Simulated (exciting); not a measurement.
Consider MgO (Periclase), space group Fm-3m.

```xyz
2
Lattice="0.0000 2.1085 2.1085 2.1085 0.0000 2.1085 2.1085 2.1085 0.0000" Properties=species:S:1:pos:R:3 pbc="T T T"
Mg    0.0000    0.0000    0.0000
O     2.1085    2.1085    2.1085
```

Absorber: atom 1, with 6 O at 2.11 Å (octahedral, site symmetry m-3m). Method: exciting, all-electron LAPW+lo, PBEsol, exchange and screened direct term (singlet BSE), 6×6×6 shifted k points, 10 conduction bands, |G+q| up to 3 bohr⁻¹, full RPA screening with nempty = 28, Lorentzian half width 0.45 eV.

The database entry behind the starting cell differs from later determinations by our own check (about 0.1 % long), so it need not match the best structure at ambient conditions.

Predict the Mg K near-edge structure at this level.

Bound core exciton? Undecided on this mesh: the first bright state (over 5 % of the brightest) lies at 0.21 eV from the Kohn–Sham onset and at -0.15 eV from the lowest bare transition of its own mesh; weaker or dark states reach down to -0.75 eV. Maxima (height): 1.7 eV (1.00), 3.5 eV (0.53), 6.8 eV (0.93) and 9.2 eV (0.99).

Energy from the Kohn–Sham onset, core level to the lowest empty state found on the meshes used; Im ε in relative units:

```csv
E (eV),Im ε
-3.0,0.02
-2.5,0.03
-2.0,0.04
-1.5,0.05
-1.0,0.06
-0.5,0.10
0.0,0.17
0.5,0.32
1.0,0.63
1.5,0.97
2.0,0.88
2.5,0.59
3.0,0.51
3.5,0.53
4.0,0.50
4.5,0.44
5.0,0.47
5.5,0.62
6.0,0.76
6.5,0.87
7.0,0.89
7.5,0.84
8.0,0.85
8.5,0.90
9.0,0.97
9.5,0.95
10.0,0.79
10.5,0.52
11.0,0.36
11.5,0.28
12.0,0.23
12.5,0.21
13.0,0.21
13.5,0.19
14.0,0.17
14.5,0.16
15.0,0.16
15.5,0.18
16.0,0.20
16.5,0.23
17.0,0.25
```

With 216 k points the binding energies are rough. The kernel cutoff is low for a compact core orbital, so the effect of exchange is a lower bound. The zero comes from the unshifted 6×6×6 ground-state mesh; it is exact only where the band minimum lies on that mesh. The Kohn–Sham onset, 1253 eV, is no photon energy (tabulated edge of the element: 1303 eV): the scale needs a rigid shift. Bands and screening come from semilocal DFT, whose small gap overscreens. Vibrations and energy-dependent lifetimes are left out. The structure is a published determination, not relaxed.

[Banner, clock and machine lines of the logs are left out without a mark of their own.]

[Logs are printed without paths, hosts, clocks, repeated set-up lines and the standing remarks that a program may print on its own settings, such as how far it seeks lower states.]

[Hosts, paths, dates, database ids (printed as entryN), source tags and the programs' standing remarks are cut or masked in the printed files.]
